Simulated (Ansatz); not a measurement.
Theory: DFT PBE, scalar-relativistic, plane waves, PAW in Ansatz 0.2.0. Settings: cutoff 420 eV, Γ-centred meshes spaced at most about 0.3 Å⁻¹, and about 0.25 Å⁻¹ or finer for metals (2π included), Gaussian smearing. No spin polarisation.

Temperature and zero-point effects are left out.

Two relaxed structures of InPd:

A.

Space group Fm-3m (No. 225). a = 5.492 Å, b = 5.492 Å, c = 5.492 Å, α = 90.00°, β = 90.00°, γ = 90.00°
```json
{"atom": "In", "site": "4a", "symmetry": "m-3m", "x": "0.0000", "y": "0.0000", "z": "0.0000"}
{"atom": "Pd", "site": "4b", "symmetry": "m-3m", "x": "0.5000", "y": "0.0000", "z": "0.0000"}
```

B.

Space group R-3m:H (No. 166). a = 3.180 Å, b = 3.180 Å, c = 12.856 Å, α = 90.00°, β = 90.00°, γ = 120.00°
| atom | site | symmetry | x | y | z |
| --- | --- | --- | --- | --- | --- |
| In | 3a | -3m | 0.0000 | 0.0000 | 0.0000 |
| Pd | 3b | -3m | 0.3333 | 0.6667 | 0.1667 |

Question: Which is lower in energy, and by how much?

Answer: B is lower, by 110 meV/atom. A has the rock salt type, space group Fm-3m (No. 225), 20.7 Å³/atom and no gap on its mesh; B has the CuPt (L1_1) type, space group R-3m (No. 166), 18.8 Å³/atom and no gap. Counting all near atoms (those within 1.25 times the shortest distance at each site; a plus sign parts nearer from farther groups), A has In 6, Pd 6 and B has In 6+6, Pd 6+6. The denser one is the lower, and pressure would at first widen the difference. Both come from invented guesses. The lowest form computed isn't among them: it has the caesium chloride type, space group Pm-3m (No. 221), 18.1 Å³/atom, is reached from a Materials Project cell and lies 117 meV/atom below the best shown.

Cells relaxed within their symmetry can be saddle points. Some structure types and database cells were kept out of the candidates from the start, so a known form may be missing.
